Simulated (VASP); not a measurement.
Wanted: the native input for a VASP 6.6.1 run.

```yaml
Task: relaxation of cell and atoms
Functional: PBE
Dispersion: D3(BJ)
Potentials_or_basis: VASP PAW PBE potentials, release 64 (Ga_d, As)
Cutoff: 600 eV
k_mesh: 10 × 10 × 10
Occupations: gaussian, width 0.03 eV
Spin: no spin polarisation
Further_INCAR_settings: ALGO = Normal; EDIFF = 1e-07; IBRION = 2; EDIFFG = -0.005; NSW = 90; ISIF = 3
```

The structure of GaAs lies in POSCAR:

```
GaAs                                    
1.0
    0.0000000000      2.8402876627      2.8402876627
    2.8402876627     -0.0000000000      2.8402876627
    2.8402876627      2.8402876627     -0.0000000000
  Ga              As            
     1     1
Direct
     0.0000000000000000    0.0000000000000000    0.0000000000000000
     0.2500000000000000    0.2500000000000000    0.2500000000000000
```

These files were run (other wordings do the same):

INCAR

```
SYSTEM = GaAs
PREC = Accurate
ENCUT = 600
EDIFF = 1E-7
ISMEAR = 0
SIGMA = 0.03
LREAL = .False.
LASPH = .True.
NELM = 80
ALGO = Normal
ISIF = 3
LWAVE = .False.
LCHARG = .False.
GGA = PE
IVDW = 12
IBRION = 2
NSW = 90
EDIFFG = -0.005
```

KPOINTS

```
Automatic mesh
0
Gamma
  10 10 10
  0 0 0
```

Potentials or basis: VASP PAW PBE potentials, release 64 (Ga_d, As).

Run with:

```console
$ cat potpaw_PBE.64/Ga_d/POTCAR potpaw_PBE.64/As/POTCAR > POTCAR
$ mpirun -np 1 vasp_std > vasp.out
```

It gave:

The pressure after relaxing is 0.0 GPa. The band gap on the k mesh is 0.41 eV, direct and the dispersion energy per atom is -0.320 eV.

Caveat: the relaxation stopped at its first step, so nothing moved.

Wall time 29 s on 1 thread of Intel(R) Xeon(R) Platinum 8259CL CPU @ 2.50GHz (Skylake/Cascade Lake), with other jobs on the host, peak memory 0.2 GiB.
